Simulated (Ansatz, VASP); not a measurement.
# Two plane-wave programs on CdSe (lda)

```xyz
4
Lattice="3.8921 0.0000 0.0000 -1.9460 3.3706 0.0000 0.0000 0.0000 6.6723" Properties=species:S:1:pos:R:3 pbc="T T T"
Cd    0.0000    2.2471    0.0793
Cd    1.9460    1.1235    3.4154
Se    0.0000    2.2471    2.4896
Se    1.9460    1.1235    5.8257
```

Alike in both runs: functional LDA; k mesh 9 × 9 × 4; occupations gaussian, width 0.02 eV; no spin polarisation.

Ansatz relaxed the structure, and its values are those at the end. VASP's run is a single point on that final structure, the one shown.

```csv
,VASP,Ansatz
version,VASP 6.6.1,Ansatz 0.2.0
potentials or method,"VASP PAW LDA potentials, release 64 (Cd, Se)","scalar-relativistic, plane waves, PAW"
plane-wave cutoff (eV),520,420
valence electrons in the cell,36,72
```

```tsv
	VASP	Ansatz	Ansatz less VASP
gap on the k mesh at the Fermi level (eV)	0.77	0.73	-0.046
least direct gap on the mesh (eV)	0.77	0.73	-0.046
pressure (GPa)	21.2	20.0	-1.24
```

The two sets of potentials don't hold the same shells in valence.

Caveats: so large a pressure means that the cell lies far from this level's equilibrium, or that cutoff or potentials fall short (VASP). A hybrid or GW would open this gap; LDA tends to underestimate it.
